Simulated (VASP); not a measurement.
Wanted: the native input for a VASP 6.6.1 run.

| Property | Result |
| --- | --- |
| Task | density of states |
| Functional | PBEsol |
| Potentials or basis | VASP PAW PBE potentials, release 64 (Cl, Li_sv) |
| Cutoff | 520 eV |
| k mesh | 9 × 9 × 9 |
| Occupations | gaussian, width 0.0263 eV |
| Spin | no spin polarisation |
| Dipole correction | no |
| k mesh for the DOS | 14 × 14 × 14 |
| Occupations for the DOS | tetrahedron |
| Further INCAR settings | ALGO = Normal; EDIFF = 1e-06; NBANDS = 18 |

LiCl:

```xyz
4
Lattice="3.2733 0.0000 0.0000 -1.6367 2.8348 0.0000 -1.6367 0.9449 8.3914" Properties=species:S:1:pos:R:3 pbc="T T T"
Cl    0.0000    1.8898    1.4618
Cl    0.0000    1.8898    6.9296
Li   -1.6367    2.8348    5.3797
Li    1.6367    0.9449    3.0117
```

The cell was built by a generator and needn't be a form met in nature.

These files were run (other wordings do the same):

POSCAR

```
LiCl
1.0
    3.2733060000      0.0000000000      0.0000000000
   -1.6366530000      2.8347700000      0.0000000000
   -1.6366530000      0.9449230000      8.3913980000
Cl Li
2 2
Direct
    0.3914000000      0.6086000000      0.1742000000
    0.6086000000      0.3914000000      0.8258000000
    0.2137000000      0.7863000000      0.6411000000
    0.7863000000      0.2137000000      0.3589000000
```

INCAR.step1

```
PREC     = Accurate       # precision mode
ENCUT    = 520            # plane-wave cutoff, eV
EDIFF    = 1E-6           # SCF threshold, eV
ISMEAR   = 0              # smearing method
SIGMA    = 0.0263         # smearing width, eV
LREAL    = False          # projectors in reciprocal space
LASPH    = True           # aspherical terms in the spheres
NELM     = 100            # most SCF steps
ALGO     = Normal         # electronic algorithm
ISIF     = 2              # what is computed and relaxed
LWAVE    = False          # write WAVECAR
LCHARG   = True           # write CHGCAR
GGA      = PS             # functional
NBANDS   = 18             # bands
```

KPOINTS.step1

```
regular mesh
0
Gamma
  9 9 9
```

INCAR.step2

```
PREC     = Accurate       # precision mode
ENCUT    = 520            # plane-wave cutoff, eV
EDIFF    = 1E-6           # SCF threshold, eV
ISMEAR   = -5             # smearing method
SIGMA    = 0.0263         # smearing width, eV
LREAL    = False          # projectors in reciprocal space
LASPH    = True           # aspherical terms in the spheres
NELM     = 100            # most SCF steps
ALGO     = Normal         # electronic algorithm
ISIF     = 2              # what is computed and relaxed
LWAVE    = False          # write WAVECAR
LCHARG   = False          # write CHGCAR
GGA      = PS             # functional
LORBIT   = 11             # projections on sites
NBANDS   = 18             # bands
NEDOS    = 2001           # points of the DOS
ICHARG   = 11             # starting density
```

KPOINTS.step2

```
regular mesh
0
Gamma
  14 14 14
```

Potentials or basis: VASP PAW PBE potentials, release 64 (Cl, Li_sv).

Launch:

```sh
$ cat potpaw_PBE.64/Cl/POTCAR potpaw_PBE.64/Li_sv/POTCAR > POTCAR
$ cp INCAR.step1 INCAR
$ cp KPOINTS.step1 KPOINTS
$ mpirun -np 1 vasp_std > vasp.out
$ cp INCAR.step2 INCAR
$ cp KPOINTS.step2 KPOINTS
$ mpirun -np 1 vasp_std > vasp.out
```

Results of the run:

```yaml
Valence_electrons_inside_the_program's_atomic_spheres: Cl 5.05; Li 2.07
```

Run time: 2.9 min on 1 thread of Intel(R) Xeon(R) Platinum 8559C (Emerald Rapids), with other jobs on the host, peak memory 0.4 GiB.
